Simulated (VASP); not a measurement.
The system is PtSe2.

```
Pt Se
1.0
     3.28021   -2.01083    0.00000
     3.28021    2.01083    0.00000
    -0.00323    0.00000    4.62578
Pt Se
1 2
Direct
  0.00000 0.00000 0.00000
  0.68790 0.68790 0.28890
  0.31210 0.31210 0.71110
```

The cell was built by a generator and isn't the measured one.

Base run:

```yaml
Program: VASP 6.6.1
Functional: LDA
Potentials_or_basis: VASP PAW LDA potentials, release 64 (Pt, Se)
Cutoff: 520 eV
k_mesh: 6 × 6 × 4
Occupations: gaussian, width 0.05 eV
Spin: collinear spin, ferromagnetic start
Starting_moments: "[0.5, 0.0, 0.0] μB"
Hubbard_terms: Pt d U = 8 eV
```

Its results: band gap on the k mesh none (metal or under the smearing width); pressure -13.5 GPa; net moment 0.00 μB per cell; largest force 1.038 eV/Å.

Task: The run is repeated on the same cell with these changes: hubbard terms from Pt d U = 8 eV to Pt d U = 4 eV. What comes out?

Result: Band gap on the k mesh none (metal or under the smearing width); pressure -11.1 GPa; net moment 0.00 μB per cell; largest force 1.132 eV/Å.

Caveats: forces of over 1 eV/Å show positions far from the minimum, so gaps and moduli don't describe the material at rest.
